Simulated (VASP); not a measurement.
A run of VASP 6.6.1:

File INCAR:

```
PREC     = Accurate       # precision mode
ENCUT    = 520            # plane-wave cutoff, eV
EDIFF    = 1E-6           # SCF threshold, eV
ISMEAR   = 0              # smearing method
SIGMA    = 0.01           # smearing width, eV
LREAL    = F              # projectors in reciprocal space
LASPH    = T              # aspherical terms in the spheres
NELM     = 100            # most SCF steps
ALGO     = Normal         # electronic algorithm
ISIF     = 2              # what is computed and relaxed
LWAVE    = F              # write WAVECAR
LCHARG   = T              # write CHGCAR
GGA      = B5             # functional
ALDAX    = 1.0          
AGGAX    = 1.0          
AGGAC    = 1.0          
ALDAC    = 0.0          
IVDW     = 13             # dispersion correction
VDW_S6   = 1.0          
VDW_S8   = 2.34076671   
VDW_A1   = 0.44488865   
VDW_A2   = 4.0933009    
LELF     = T              # ELF
LVHAR    = T            
NBANDS   = 15             # bands
```

KPOINTS

```
regular mesh
0
Gamma
  6 6 5
```

The input POSCAR:

```
HfB2
1.0
    3.1400000000      0.0000000000      0.0000000000
   -1.5700000000      2.7193197679      0.0000000000
    0.0000000000      0.0000000000      3.4800000000
Hf B
1 2
Direct
   -0.0002316838     -0.0038627307      0.0026485632
    0.6701828753      0.3314167060      0.4953603448
    0.3303950399      0.6603563219      0.5104057471
```

Potentials or basis: VASP PAW PBE potentials, release 64 (Hf_pv, B).

Run with:

```sh
$ cat potpaw_PBE.64/Hf_pv/POTCAR potpaw_PBE.64/B/POTCAR > POTCAR
$ mpirun -np 1 vasp_std > vasp.out
```

Hardware: 1 thread of Intel(R) Xeon(R) Platinum 8559C (Emerald Rapids), on a shared host.

**Question.** How long does it take, and how much memory?

**Answer.** Run time: 25 s on 1 thread of Intel(R) Xeon(R) Platinum 8559C (Emerald Rapids) (shared host), peak memory 0.17 GiB. Counts: scf iterations 13, k points 92.
